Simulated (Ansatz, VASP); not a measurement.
# Two plane-wave programs on HfN

```
Hf N
1.0
     3.13391    0.00000    0.00000
    -1.56695    2.71404    0.00000
     0.00000    0.00000    5.41677
Hf N
2 2
Cartesian
  1.5670 0.9047 4.0626
  0.0000 1.8094 1.3542
  0.0000 0.0000 0.0000
  0.0000 0.0000 2.7084
```

The cell comes from a database or a generator and needn't be the stable form of this composition.

Alike in both runs: task single point; functional PBEsol; k mesh 8 × 8 × 4; occupations gaussian, width 0.1 eV; no spin polarisation.

|  | VASP | Ansatz |
| --- | --- | --- |
| version | VASP 6.6.1 | Ansatz 0.2.0 |
| potentials or method | VASP PAW PBE potentials, release 64 (Hf_pv, N) | plane waves, PAW |
| plane-wave cutoff (eV) | 520 | 420 |
| valence electrons in the cell | 30 | 62 |

|  | VASP | Ansatz | Ansatz less VASP |
| --- | --- | --- | --- |
| pressure (GPa) | -4.2 | -2.1 | +2.04 |
| largest component of the traceless stress (GPa) | 0.29 | 0.24 | -0.049 |

The two sets of potentials don't hold the same shells in valence.

Caveats: the PAW data sets were made with another functional, which shifts forces and pressure a little (VASP). Spin-orbit coupling is left out, which matters for the levels of Hf.
